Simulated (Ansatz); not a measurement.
Crystal: WC (Qusongite).

```
W C
1.0
     2.90650    0.00000    0.00000
    -1.45325    2.51710    0.00000
     0.00000    0.00000    2.83660
W C
1 1
Direct
  0.00000 0.00000 0.00000
  0.66667 0.33333 0.50000
```

```yaml
Program: Ansatz 0.2.0
Task: relaxation of cell and atoms
Functional: PBEsol
Dispersion: D4
Potentials_or_basis: Ansatz PAW
Cutoff: "420 eV (not typed: the program's choice for these potentials)"
k_mesh: 10 × 10 × 9
Occupations: fermi-dirac, width 0.05 eV
Spin: no spin polarisation
```

At the start: volume 10.38 Å³/atom.

Problem. Where does the relaxation end?

Solution. It ends after 5 steps and the volume is 10.19 Å³/atom (-1.8 %); space group P-6m2 (No. 187, to 0.05 Å).

Step by step:
```csv
step,energy change (eV),largest force (eV/Å),volume (Å³)
1,0.0000,0.0000,20.75
2,-0.0067,0.0000,20.16
3,-0.0093,0.0000,20.38
4,-0.0097,0.0000,20.38
5,-0.0090,0.0000,20.38
```

Final structure:
```
W C
1.0
     2.88930    0.00000    0.00000
    -1.44465    2.50221    0.00000
     0.00000    0.00000    2.81834
W C
1 1
Direct
  0.00000 0.00000 0.00000
  0.66667 0.33333 0.50000
```

Caveat: the plane-wave basis is chosen anew once the cell has moved, so the energies of steps on either side of that aren't comparable; the pressure holds a Pulay correction of +0.3 GPa for the finite cutoff; the PAW data sets come from PBE, with cores solved anew for the run's functional, which leaves a small shift of forces and pressure.
